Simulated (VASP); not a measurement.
# NaI (Fm-3m) in VASP: further runs

The runs below take NaI through relaxation of the atoms, with LDA.

Everything below comes from runs of VASP 6.6.1. Logs are shortened: lines on timing, memory, paths and dates and some standing lists are left out, and cuts for length are marked.

### Step 1. The structure

It takes space group Fm-3m (No. 225, cubic). Conventional cell: a = 6.261 Å, b = 6.261 Å, c = 6.261 Å, α = 90.00°, β = 90.00°, γ = 90.00°. Na (site symmetry m-3m) has 6 I at 3.13 Å as nearest neighbours. I (site symmetry m-3m) is surrounded by 6 Na at 3.13 Å.

### Step 2. Relaxation of the atoms, LDA (a relaxed cell with its volume scaled by 0.94)

File INCAR:

```
SYSTEM = NaI
ALGO     = Normal         ! electronic algorithm
EDIFF    = 1E-7           ! SCF threshold, eV
EDIFFG   = -0.01          ! ionic threshold
ENCUT    = 600            ! plane-wave cutoff, eV
GGA      = CA             ! functional
IBRION   = 2              ! ionic algorithm
ISIF     = 2              ! what is computed and relaxed
ISMEAR   = 0              ! smearing method
LASPH    = .TRUE.         ! aspherical terms in the spheres
LCHARG   = .FALSE.        ! write CHGCAR
LREAL    = .FALSE.        ! projectors in reciprocal space
LWAVE    = .FALSE.        ! write WAVECAR
NELM     = 80             ! most SCF steps
NSW      = 40             ! ionic steps
PREC     = Accurate       ! precision mode
SIGMA    = 0.03           ! smearing width, eV
```

File KPOINTS:

```
k-points
0
G
  8 8 8
  0 0 0
```

File POSCAR:

```
NaI                                     
1.0
    0.0000000000      3.0667551479      3.0667551479
    3.0667551479      0.0000000000      3.0667551479
    3.0667551479      3.0667551479      0.0000000000
  Na              I             
     1     1
Direct
     0.0000000000000000    0.0000000000000000    0.0000000000000000
     0.5000000000000000    0.5000000000000000    0.5000000000000000
```

Potentials or basis: VASP PAW LDA potentials, release 64 (Na_pv, I).

The run is started by

```console
$ cat potpaw_LDA.64/Na_pv/POTCAR potpaw_LDA.64/I/POTCAR > POTCAR
$ mpirun -np 1 vasp_std > vasp.out
```

OUTCAR:

```text
SYSTEM = NaI
   EDIFF = 1E-7
   EDIFFG = -0.01
   ENCUT = 600
   GGA = CA
   IBRION = 2
   ISIF = 2
   ISMEAR = 0
   LASPH = .TRUE.
   LREAL = .FALSE.
   NELM = 80
   NSW = 40
   PREC = Accurate

 ion  position               nearest neighbor table
   1  0.000  0.000  0.000-   2 3.07   2 3.07   2 3.07   2 3.07   2 3.07   2 3.07
   2  0.500  0.500  0.500-   1 3.07   1 3.07   1 3.07   1 3.07   1 3.07   1 3.07

  LATTYP: Found a face centered cubic cell.
 ALAT       =     6.1335102958

  Lattice vectors:

 A1 = (   0.0000000000,   3.0667551479,   3.0667551479)
 A2 = (   3.0667551479,   0.0000000000,   3.0667551479)
 A3 = (   3.0667551479,   3.0667551479,   0.0000000000)

Analysis of symmetry for initial positions (statically):
=====================================================================
 Subroutine PRICEL returns:
 Original cell was already a primitive cell.

 Routine SETGRP: Setting up the symmetry group for a
 face centered cubic supercell.

 Subroutine GETGRP returns: Found 48 space group operations
 (whereof 48 operations were pure point group operations)
 out of a pool of 48 trial point group operations.

The static configuration has the point symmetry O_h .

Analysis of symmetry for dynamics (positions and initial velocities):
=====================================================================
 Subroutine PRICEL returns:
 Original cell was already a primitive cell.

 Routine SETGRP: Setting up the symmetry group for a
 face centered cubic supercell.

 Subroutine GETGRP returns: Found 48 space group operations
 (whereof 48 operations were pure point group operations)
 out of a pool of 48 trial point group operations.

The dynamic configuration has the point symmetry O_h .

 Subroutine INISYM returns: Found 48 space group operations
 (whereof 48 operations are pure point group operations),
 and found     1 'primitive' translations

----------------------------------------------------------------------------------------

                                     Primitive cell

  volume of cell :      57.6856

  direct lattice vectors                    reciprocal lattice vectors
     0.000000000  3.066755148  3.066755148    -0.163038774  0.163038774  0.163038774
     3.066755148  0.000000000  3.066755148     0.163038774 -0.163038774  0.163038774
     3.066755148  3.066755148  0.000000000     0.163038774  0.163038774 -0.163038774

  length of vectors
[... 91 lines left out ...]
   TEBEG  =    0.0;   TEEND  =   0.0 temperature during run
   PSTRESS=    0.0 pullay stress
   NELECT =      14.0000    total number of electrons
   NUPDOWN=      -1.0000    fix difference up-down
   EMIN   =  10.00;   EMAX   =-10.00  energy-range for DOS
   EFERMI =   0.00;   METHOD = LEGACY
   ISMEAR =     0;   SIGMA  =   0.03  broadening in eV -4-tet -1-fermi 0-gaus
   EFERMI_NEDOS =   21; number of points for ismear=-14 and -15
   IALGO  =     38    algorithm
   IMIX   =      4    mixing-type and parameters
     AMIX     =   0.40;   BMIX     =  1.00
     AMIX_MAG =   1.60;   BMIX_MAG =  1.00
  volume/ion in A,a.u.               =      28.84       194.64
  Fermi-wavevector in a.u.,A,eV,Ry     =   1.021163  1.929718 14.187800  1.042774
  Thomas-Fermi vector in A             =   2.154773
   LORBIT       =      0    0 simple, 1 ext, 2 COOP (PROOUT), +10 PAW based schemes
   GGA     = CA    functional components
   LHFCALC =     F    Hartree Fock is set to
   AEXX    =    0.0000 exact exchange contribution
   IVDW    =     0    specifies the selected vdW correction
   LEPSILON=     F    determine dielectric tensor
   LRPA    =     F    only Hartree local field effects (RPA)
 conjugate gradient relaxation of ions
 non-spin polarized calculation
 Gauss-broadening in eV      SIGMA  =   0.03
  energy-cutoff  :      600.00
  volume of cell :       57.69
 maximum number of plane-waves:      1964
   NGX = 17   NGY = 17   NGZ = 17

 number of electron      14.0000002 magnetization

 Free energy of the ion-electron system (eV)
  ---------------------------------------------------
  ext. energy  EPLUGINS =         0.00000000
  ---------------------------------------------------
  free energy    TOTEN  =        -6.00029879 eV

  energy without entropy =       -6.00029879  energy(sigma->0) =       -6.00029879

 E-fermi :   2.0536     XC(G=0):  -8.7616

 val. band max:        1.8789084854   @ k =   0.0000   0.0000   0.0000
 cond. band min:       5.7191702616   @ k =   0.0000   0.0000   0.0000
 fundamental gap:      3.8402617761
 Fermi energy:         2.0535864772

 k-point     1 :       0.0000    0.0000    0.0000
  band No.  band energies     occupation
      1     -20.4081      2.00000
      2     -20.4081      2.00000
      3     -20.4081      2.00000
      4      -9.6928      2.00000
      5       1.8789      2.00000
      6       1.8789      2.00000
      7       1.8789      2.00000
      8       5.7192      0.00000
      9       9.6505      0.00000
     10       9.6505      0.00000
     11       9.6505      0.00000
[... 309 lines left out ...]
 k-point    24 :      -0.3750    0.2500    0.1250
  band No.  band energies     occupation
      1     -20.4186      2.00000
      2     -20.4117      2.00000
      3     -20.4098      2.00000
      4      -9.1163      2.00000
      5      -0.6715      2.00000
      6       0.6114      2.00000
      7       1.1934      2.00000
      8       7.9955      0.00000
      9       8.1971      0.00000
     10      10.3140      0.00000
     11      10.5735      0.00000

 [... further k-points ...]

------------------------ aborting loop because EDIFF is reached ----------------------------------------

  FORCE on cell =-STRESS in cart. coord.  units (eV):
  Direction    XX          YY          ZZ          XY          YZ          ZX
  --------------------------------------------------------------------------------------
  -------------------------------------------------------------------------------------
  Total        0.5479487      0.5479487      0.5479487      0.0000000      0.0000000     -0.0000000
  in kB       15.2188980     15.2188980     15.2188980      0.0000000      0.0000000     -0.0000000
  external PRESSURE =      15.2188980 kB  Pullay stress =       0.0000000 kB

 VOLUME and BASIS-vectors are now :
 -----------------------------------------------------------------------------
  energy-cutoff  :      600.00
  volume of cell :       57.69
      direct lattice vectors                 reciprocal lattice vectors
     0.000000000  3.066755148  3.066755148    -0.163038774  0.163038774  0.163038774
     3.066755148  0.000000000  3.066755148     0.163038774 -0.163038774  0.163038774
     3.066755148  3.066755148  0.000000000     0.163038774  0.163038774 -0.163038774

 POSITION                                       TOTAL-FORCE (eV/Angst)
 -----------------------------------------------------------------------------------
      0.00000      0.00000      0.00000        -0.000000      0.000000     -0.000000
      3.06676      3.06676      3.06676         0.000000      0.000000      0.000000
 -----------------------------------------------------------------------------------
    total drift:                                0.000000      0.000000      0.000000

  FREE ENERGIE OF THE ION-ELECTRON SYSTEM (eV)
  ---------------------------------------------------
  free  energy   TOTEN  =        -6.0002987905 eV

  energy  without entropy=       -6.0002987905  energy(sigma->0) =       -6.00029879

 reached required accuracy - stopping structural energy minimisation
```

It took 13 s on 1 thread of AMD EPYC 9R45 (Zen 5), shared host; peak memory 0.14 GiB.

What came out:

| Quantity | Value |
| --- | --- |
| Free energy | -6.0003 eV |
| Pressure after relaxing | 1.5 GPa |
| Band gap on the k mesh | 3.84 eV, direct |

Final structure:
```
Na I
1.0
     0.00000    3.06676    3.06676
     3.06676    0.00000    3.06676
     3.06676    3.06676    0.00000
Na I
1 1
Direct
  0.00000 0.00000 0.00000
  0.50000 0.50000 0.50000
```

Levels at points of the mesh, in eV from the valence-band top:
```csv
k point,band 5,band 6,band 7,band 8,band 9,band 10
"(0.00, 0.00, 0.00)",0.00,0.00,0.00,3.84,7.77,7.77
"(0.50, 0.00, 0.00)",-2.89,-0.41,-0.41,4.90,7.40,7.40
"(0.50, 0.50, 0.00)",-2.54,-1.01,-1.01,4.36,5.04,10.72
```

Caveat: the relaxation stopped at its first step, so nothing moved; spin-orbit coupling is left out, which moves the levels of the heavy elements.

### Step 3. Relaxation of the atoms, LDA (a relaxed cell with its volume scaled by 0.96)

INCAR is that of step 2.

KPOINTS is that of step 2.

File POSCAR:

```
NaI                                     
1.0
    0.0000000000      3.0883527267      3.0883527267
    3.0883527267      0.0000000000      3.0883527267
    3.0883527267      3.0883527267      0.0000000000
  Na              I             
     1     1
Direct
     0.0000000000000000    0.0000000000000000    0.0000000000000000
     0.5000000000000000    0.5000000000000000    0.5000000000000000
```

Potentials or basis: VASP PAW LDA potentials, release 64 (Na_pv, I).

The run is started by

```console
$ cat potpaw_LDA.64/Na_pv/POTCAR potpaw_LDA.64/I/POTCAR > POTCAR
$ mpirun -np 1 vasp_std > vasp.out
```

Run time: 10 s. Hardware: 1 thread of AMD EPYC 9R45 (Zen 5), shared host; peak memory 0.15 GiB.

The run converged. Its results:

| Property | Result |
| --- | --- |
| Free energy | -6.0098 eV |
| Pressure after relaxing | 1.0 GPa |
| Band gap on the k mesh | 3.77 eV, direct |

Final structure:
```
Na I
1.0
     0.00000    3.08835    3.08835
     3.08835    0.00000    3.08835
     3.08835    3.08835    0.00000
Na I
1 1
Direct
  0.00000 0.00000 0.00000
  0.50000 0.50000 0.50000
```

Levels at points of the mesh, in eV from the valence-band top:
```tsv
k point	band 5	band 6	band 7	band 8	band 9	band 10
(0.00, 0.00, 0.00)	0.00	0.00	0.00	3.77	7.78	7.78
(0.50, 0.00, 0.00)	-2.80	-0.39	-0.39	4.90	7.39	7.39
(0.50, 0.50, 0.00)	-2.46	-0.98	-0.98	4.35	5.09	10.56
```

Caveat: the relaxation stopped at its first step, so nothing moved; spin-orbit coupling is left out, which moves the levels of the heavy elements.

### Step 4. Relaxation of the atoms, LDA (a relaxed cell with its volume scaled by 0.98)

INCAR is that of step 3.

KPOINTS is that of step 3.

File POSCAR:

```
NaI                                     
1.0
    0.0000000000      3.1096523841      3.1096523841
    3.1096523841      0.0000000000      3.1096523841
    3.1096523841      3.1096523841      0.0000000000
  Na              I             
     1     1
Direct
     0.0000000000000000    0.0000000000000000    0.0000000000000000
     0.5000000000000000    0.5000000000000000    0.5000000000000000
```

The run is started by

```console
$ cat potpaw_LDA.64/Na_pv/POTCAR potpaw_LDA.64/I/POTCAR > POTCAR
$ mpirun -np 1 vasp_std > vasp.out
```

It took 10 s on 1 thread of AMD EPYC 9R45 (Zen 5), shared host; peak memory 0.14 GiB.

The run converged. Its results:

```yaml
Free_energy: -6.0153 eV
Pressure_after_relaxing: 0.5 GPa
Band_gap_on_the_k_mesh: 3.70 eV, direct
```

Final structure:
```
Na I
1.0
     0.00000    3.10965    3.10965
     3.10965    0.00000    3.10965
     3.10965    3.10965    0.00000
Na I
1 1
Direct
  0.00000 0.00000 0.00000
  0.50000 0.50000 0.50000
```

Levels at points of the mesh, in eV from the valence-band top:
```tsv
k point	band 5	band 6	band 7	band 8	band 9	band 10
(0.00, 0.00, 0.00)	0.00	0.00	0.00	3.70	7.79	7.79
(0.50, 0.00, 0.00)	-2.71	-0.37	-0.37	4.89	7.37	7.37
(0.50, 0.50, 0.00)	-2.38	-0.94	-0.94	4.34	5.14	10.42
```

Caveat: the relaxation stopped at its first step, so nothing moved; spin-orbit coupling is left out, which moves the levels of the heavy elements.

### Step 5. Relaxation of the atoms, LDA

INCAR is that of step 4.

KPOINTS is that of step 4.

File POSCAR:

```
NaI                                     
1.0
    0.0000000000      3.1306641862      3.1306641862
    3.1306641862      0.0000000000      3.1306641862
    3.1306641862      3.1306641862      0.0000000000
  Na              I             
     1     1
Direct
     0.0000000000000000    0.0000000000000000    0.0000000000000000
     0.5000000000000000    0.5000000000000000    0.5000000000000000
```

The run is started by

```console
$ cat potpaw_LDA.64/Na_pv/POTCAR potpaw_LDA.64/I/POTCAR > POTCAR
$ mpirun -np 1 vasp_std > vasp.out
```

Run time: 11 s. Hardware: 1 thread of AMD EPYC 9R45 (Zen 5), shared host; peak memory 0.15 GiB.

The run converged. Its results:

* Free energy: -6.0171 eV
* Pressure after relaxing: 0.0 GPa
* Band gap on the k mesh: 3.63 eV, direct

Final structure:
```xyz
2
Lattice="0.0000 3.1307 3.1307 3.1307 0.0000 3.1307 3.1307 3.1307 0.0000" Properties=species:S:1:pos:R:3 pbc="T T T"
Na    0.0000    0.0000    0.0000
I     3.1307    3.1307    3.1307
```

Levels at points of the mesh, in eV from the valence-band top:
| k point | band 5 | band 6 | band 7 | band 8 | band 9 | band 10 |
| --- | --- | --- | --- | --- | --- | --- |
| (0.00, 0.00, 0.00) | 0.00 | 0.00 | 0.00 | 3.63 | 7.79 | 7.79 |
| (0.50, 0.00, 0.00) | -2.63 | -0.36 | -0.36 | 4.89 | 7.36 | 7.36 |
| (0.50, 0.50, 0.00) | -2.30 | -0.91 | -0.91 | 4.33 | 5.18 | 10.28 |

Caveat: the relaxation stopped at its first step, so nothing moved; spin-orbit coupling is left out, which moves the levels of the heavy elements. A hybrid or GW would open this gap; LDA tends to underestimate it.

### Step 6. Overview

```tsv
cell	gap on the mesh (eV)	pressure (GPa)
atoms relaxed from: a relaxed cell with its volume scaled by 0.94	3.84	1.5
atoms relaxed from: a relaxed cell with its volume scaled by 0.96	3.77	1.0
atoms relaxed from: a relaxed cell with its volume scaled by 0.98	3.70	0.5
atoms relaxed	3.63	0.0
```

Alike in all rows: task relaxation of the atoms; level LDA; potentials or basis VASP PAW LDA potentials, release 64 (Na_pv, I); no spin polarisation; k mesh 8 × 8 × 8; cutoff (eV) 600; smearing gaussian 0.03 eV.

Caveats: the relaxation stopped at its first step, so nothing moved; spin-orbit coupling is left out, which moves the levels of the heavy elements.

Absolute energies hang on the potentials; compare differences alone.
